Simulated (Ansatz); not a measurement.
# BaTiO3, one cell by several methods

```
Ba Ti O
1.0
     3.98410    0.00000    0.00000
     0.00000    2.83705    2.84580
     0.00000   -2.83705    2.84580
Ba Ti O
1 1 3
Direct
  0.00000 0.00000 0.00000
  0.50000 0.50790 0.50790
  0.00000 0.49210 0.49210
  0.50000 0.50251 0.99371
  0.50000 0.99371 0.50251
```

Atom numbers follow the list: Ba1, Ti2, O3, O4, O5.

The cell comes from COD entry 9016084, which wasn't checked; take it as a given geometry.

Spin–orbit coupling is left out, though it moves levels of the heavy atoms by tenths of an eV or more.

Methods: DFT, PBEsol, PAW with Ansatz's default frozen-core files, scalar-relativistic (Ansatz 0.2.0); DFT, PBEsol, all-electron PAW with datasets made for the crystal, scalar-relativistic (Ansatz 0.2.0); DFT, PBEsol, all-electron LAPW, scalar-relativistic (Ansatz 0.2.0).

For PAW: a Γ-centred 8×8×8 k mesh, Fermi–Dirac smearing of 0.05 eV, cutoff 420 eV, no spin polarisation; the PAW files were made with PBE, and the program remakes their frozen cores for this functional. The crystal-made all-electron datasets (AE datasets) take a cutoff of 560 eV at this cell. LAPW targets a basis error of 1 meV/atom. The Ansatz runs share mesh, smearing and spin set-up. Plane-wave (PAW) pressures include the program's estimate of the Pulay term.

Stress and pressure are positive in compression.

| quantity | PAW | AE datasets | LAPW |
| --- | --- | --- | --- |
| pressure (GPa) | -4.34 | -4.33 | -4.32 |
| stress xx (GPa) | -3.68 | -3.67 | -3.67 |
| stress yy (GPa) | -4.32 | -4.31 | -4.31 |
| stress zz (GPa) | -5.01 | -5.00 | -5.00 |
| force on Ba1, z (eV/Å) | 0.089 | 0.089 | 0.089 |
| force on Ti2, z (eV/Å) | 0.221 | 0.225 | 0.225 |
| force on O3, z (eV/Å) | 0.092 | 0.092 | 0.092 |
| force on O4, z (eV/Å) | -0.201 | -0.203 | -0.203 |
